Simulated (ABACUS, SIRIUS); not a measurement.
This is a calculation of TiC for SIRIUS 7.10.0. The cell is a database's computed one, not the measured one.

Contents of sirius.json:

```json
{
  "control": {
    "processing_unit": "cpu",
    "verbosity": 2,
    "num_bands_to_print": 15,
    "print_forces": true,
    "print_stress": true
  },
  "parameters": {
    "electronic_structure_method": "pseudopotential",
    "xc_functionals": ["XC_GGA_X_PBE_SOL", "XC_GGA_C_PBE_SOL"],
    "gk_cutoff": 9.2,
    "pw_cutoff": 18.4,
    "ngridk": [11, 11, 11],
    "shiftk": [0, 0, 0],
    "smearing": "fermi_dirac",
    "smearing_width": 0.0018374661,
    "num_bands": 15,
    "num_mag_dims": 0,
    "num_dft_iter": 100,
    "energy_tol": 1e-08,
    "density_tol": 1e-06
  },
  "iterative_solver": {
    "type": "davidson",
    "min_tolerance": 1e-09,
    "tolerance_scale": [0.1, 0.25]
  },
  "mixer": {
    "type": "anderson",
    "beta": 0.7,
    "max_history": 8
  },
  "settings": {
    "tol_ne": 1e-10,
    "pseudo_grid_cutoff": 6.5
  },
  "unit_cell": {
    "lattice_vectors": [
      [0.0, 4.092615477534, 4.092615477534],
      [4.092615477534, 0.0, 4.092615477534],
      [4.092615477534, 4.092615477534, 0.0]
    ],
    "atom_coordinate_units": "lattice",
    "atom_types": ["Ti", "C"],
    "atom_files": {
      "C": "C.json",
      "Ti": "Ti.json"
    },
    "atoms": {
      "Ti": [
        [0.0, 0.0, 0.0]
      ],
      "C": [
        [0.5, 0.5, 0.5]
      ]
    }
  }
}
```

Potentials or basis: PseudoDojo 0.4.1 PBEsol standard (scalar relativistic).

The run is started by

```sh
$ upf_to_json C.upf
$ upf_to_json Ti.upf
$ OMP_NUM_THREADS=1 sirius.scf --input=sirius.json --output=out.json --task=0
```

Question: Translate it to ABACUS 3.10.1. Potentials or basis there: PseudoDojo NC SR 0.4.1 PBEsol standard, plane waves, cutoff 1143 eV.

Answer: As run (cutoffs and basis follow the program's own potentials, and thresholds, step limits or extra output files can differ):

Contents of INPUT:

```
INPUT_PARAMETERS
suffix              TiC
calculation         scf
basis_type          pw
pseudo_dir          ./
symmetry            1
dft_functional      pbesol
ecutwfc             84
pseudo_rcut         7
nspin               1
nbands              12
ks_solver           dav
smearing_method     fd
smearing_sigma      0.00367493
scf_thr             1e-08
scf_nmax            100
mixing_type         broyden
mixing_beta         0.7
cal_force           1
cal_stress          1
out_chg             1
out_pot             2
out_elf             1
```

Contents of STRU:

```
ATOMIC_SPECIES
Ti 47.8670 Ti.upf
C 12.0110 C.upf

LATTICE_CONSTANT
1.8897261246

LATTICE_VECTORS
0.0000000000 2.1657188437 2.1657188437
2.1657188437 0.0000000000 2.1657188437
2.1657188437 2.1657188437 0.0000000000

ATOMIC_POSITIONS
Direct

Ti
0.0
1
0.0000000000 0.0000000000 0.0000000000 1 1 1

C
0.0
1
0.5000000000 0.5000000000 0.5000000000 1 1 1
```

Contents of KPT:

```
K_POINTS
0
Gamma
11 11 11 0 0 0
```

Potentials or basis: PseudoDojo NC SR 0.4.1 PBEsol standard, plane waves.

The run is started by

```sh
$ OMP_NUM_THREADS=1 mpirun -np 4 abacus > log
```

Both were run:

|  | SIRIUS | ABACUS |
| --- | --- | --- |
| Pressure | -6.5 GPa | -6.5 GPa |

Pressure is positive in compression.
